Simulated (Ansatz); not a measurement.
## Relativistic treatment of Hf

```
CELL_PARAMETERS angstrom
3.19670 0.00000 0.00000
-1.59835 2.76842 0.00000
0.00000 0.00000 5.05780
ATOMIC_POSITIONS crystal
Hf 0.33333 0.66667 0.25000
Hf 0.66667 0.33333 0.75000
```

Atom numbers follow the list: Hf1, Hf2.

The cell is COD entry 9008501, as deposited and not checked against the literature; nothing was relaxed.

One fixed cell is solved with PBE by LAPW (all electrons) in Ansatz 0.2.0 under different relativistic treatments. Pressure is positive in compression.

Settings: a Γ-centred 13×13×7 k mesh, Fermi–Dirac smearing of 0.05 eV, basis error target 0.5 meV/atom, no spin polarisation.

| setting | P (GPa) |
| --- | --- |
| scalar-relativistic | 0.80 |
| non-relativistic | ? |
| with spin–orbit coupling | ? |
| scalar-relativistic, point nuclei | 0.79 |

What belongs in the row "with spin–orbit coupling", column "P (GPa)"?

0.51.

Give the missing entry: row "non-relativistic", column "P (GPa)".

5.65.
